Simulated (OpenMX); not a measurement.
# PbS (Galena) (Fm-3m) in OpenMX: notebook, part 2 of 2

OpenMX 3.8.5.

## Step 6: Single point, PBE, 25.04 Å³/atom (volume scaled by 0.96)

Input file PbS.dat:

```
System.CurrrentDirectory             ./
System.Name                          PbS
DATA.PATH                            ./DFT_DATA13
level.of.stdout                      1
level.of.fileout                     0
Species.Number                       2
<Definition.of.Atomic.Species
  Pb  Pb8.0-s3p2d2           Pb_PBE13
  S   S7.0-s2p2d1            S_PBE13
Definition.of.Atomic.Species>

Atoms.Number                         2
Atoms.SpeciesAndCoordinates.Unit     FRAC
<Atoms.SpeciesAndCoordinates
    1  Pb    0.0000000000    0.0000000000    0.0000000000   7.000  7.000
    2  S     0.5000000000    0.5000000000    0.5000000000   3.000  3.000
Atoms.SpeciesAndCoordinates>

Atoms.UnitVectors.Unit               Ang
<Atoms.UnitVectors
     0.0000000000    2.9256673838    2.9256673838
     2.9256673838    0.0000000000    2.9256673838
     2.9256673838    2.9256673838    0.0000000000
Atoms.UnitVectors>

scf.XcType                           GGA-PBE
scf.SpinPolarization                 off
scf.ElectronicTemperature            580.226
scf.maxIter                          100
scf.EigenvalueSolver                 band
scf.Kgrid                            9 9 9
scf.Mixing.Type                      rmm-diisk
scf.Init.Mixing.Weight               0.05
scf.Min.Mixing.Weight                0.001
scf.Max.Mixing.Weight                0.3
scf.Mixing.History                   25
scf.Mixing.StartPulay                8
scf.criterion                        1.0e-8
MD.Type                              nomd
scf.Ngrid                            45 45 45
scf.energycutoff                     500.0
```

Potentials or basis: OpenMX 2013 PBE set, Pb8.0-s3p2d2, S7.0-s2p2d1, fixed grid of 45 × 45 × 45 points.

Command:

```sh
$ openmx PbS.dat -nt 1 > PbS.std
```

It took 1.8 min on 1 thread of Intel Xeon 6975P-C (Granite Rapids), shared host; peak memory 0.99 GiB.

Results (log left out):

```
Free energy      : -2052.5966 eV
Mulliken charges : Pb +0.22; S -0.22 e
```

Caveat: the basis has few d functions beyond the semicore shells, which can make volumes several per cent too large; Mulliken charges move with the basis; this odd mesh misses L, where the gap lies, so gap, dielectric constants and Born charges aren't listed; the basis of atomic orbitals isn't converged, which shifts pressures, moduli and gaps.

## Step 7: Single point, PBE, 27.13 Å³/atom (volume scaled by 1.04)

PbS.dat: that of step 6 with these lines changed.

```diff
@@ -20,5 +20,5 @@
 <Atoms.UnitVectors
-     0.0000000000    2.9256673838    2.9256673838
-     2.9256673838    0.0000000000    2.9256673838
-     2.9256673838    2.9256673838    0.0000000000
+     0.0000000000    3.0047775019    3.0047775019
+     3.0047775019    0.0000000000    3.0047775019
+     3.0047775019    3.0047775019    0.0000000000
 Atoms.UnitVectors>
```

Command:

```sh
$ openmx PbS.dat -nt 1 > PbS.std
```

Run time: 92 s. Hardware: 1 thread of Intel Xeon 6975P-C (Granite Rapids), shared host; peak memory 0.93 GiB.

The run converged. Its results:

| Property | Result |
| --- | --- |
| Free energy | -2052.6816 eV |
| Mulliken charges | Pb +0.21; S -0.21 e |

Caveat: the basis has few d functions beyond the semicore shells, which can make volumes several per cent too large; Mulliken charges move with the basis; this odd mesh misses L, where the gap lies, so gap, dielectric constants and Born charges aren't listed; the basis of atomic orbitals isn't converged, which shifts pressures, moduli and gaps.

## Step 8: Single point, PBE, 24.52 Å³/atom (volume scaled by 0.94)

PbS.dat: that of step 7 with these lines changed.

```diff
@@ -20,5 +20,5 @@
 <Atoms.UnitVectors
-     0.0000000000    3.0047775019    3.0047775019
-     3.0047775019    0.0000000000    3.0047775019
-     3.0047775019    3.0047775019    0.0000000000
+     0.0000000000    2.9052075019    2.9052075019
+     2.9052075019    0.0000000000    2.9052075019
+     2.9052075019    2.9052075019    0.0000000000
 Atoms.UnitVectors>
```

Command:

```sh
$ openmx PbS.dat -nt 1 > PbS.std
```

Run time: 1.8 min. Hardware: 1 thread of Intel Xeon 6975P-C (Granite Rapids), shared host; peak memory 1 GiB.

The run converged. Its results:

```yaml
Free_energy: -2052.5521 eV
Mulliken_charges: Pb +0.22; S -0.22 e
```

Caveat: the basis has few d functions beyond the semicore shells, which can make volumes several per cent too large; Mulliken charges move with the basis; this odd mesh misses L, where the gap lies, so gap, dielectric constants and Born charges aren't listed; the basis of atomic orbitals isn't converged, which shifts pressures, moduli and gaps.

## Step 9: Single point, PBE, 27.65 Å³/atom (volume scaled by 1.06)

PbS.dat: that of step 8 with these lines changed.

```diff
@@ -20,5 +20,5 @@
 <Atoms.UnitVectors
-     0.0000000000    2.9052075019    2.9052075019
-     2.9052075019    0.0000000000    2.9052075019
-     2.9052075019    2.9052075019    0.0000000000
+     0.0000000000    3.0239167281    3.0239167281
+     3.0239167281    0.0000000000    3.0239167281
+     3.0239167281    3.0239167281    0.0000000000
 Atoms.UnitVectors>
```

Potentials or basis: OpenMX 2013 PBE set, Pb8.0-s3p2d2, S7.0-s2p2d1, fixed grid of 45 × 45 × 45 points.

Command:

```sh
$ openmx PbS.dat -nt 1 > PbS.std
```

Run time: 93 s. Hardware: 1 thread of Intel Xeon 6975P-C (Granite Rapids), shared host; peak memory 0.92 GiB.

The run converged. Its results:

```
Free energy      : -2052.6835 eV
Mulliken charges : Pb +0.21; S -0.21 e
```

Caveat: the basis has few d functions beyond the semicore shells, which can make volumes several per cent too large; Mulliken charges move with the basis; this odd mesh misses L, where the gap lies, so gap, dielectric constants and Born charges aren't listed; the basis of atomic orbitals isn't converged, which shifts pressures, moduli and gaps.

## Step 10: Equation of state, PBE

Potentials or basis: OpenMX 2013 PBE set, Pb8.0-s3p2d2, S7.0-s2p2d1, fixed grid of 45 × 45 × 45 points.

No new run: the results of the series are fitted here.

Results:

| Item | Value |
| --- | --- |
| Equilibrium volume | 27.54 Å³/atom |
| Bulk modulus | 53 GPa |
| Pressure derivative of the bulk modulus | 3.9 |

Energy against volume, from the lowest point:
```tsv
volume (Å³/atom)	energy (meV/atom)
24.521	65.71
25.042	43.43
25.564	26.24
26.086	13.68
26.607	5.41
27.129	0.94
27.651	0.00
```

Caveat: the basis has few d functions beyond the semicore shells, which can make volumes several per cent too large; this odd mesh misses L, where the gap lies, so gap, dielectric constants and Born charges aren't listed; volumes in these bases differ from converged ones by about 1 %, for some elements by several; the basis of atomic orbitals isn't converged, which shifts pressures, moduli and gaps.
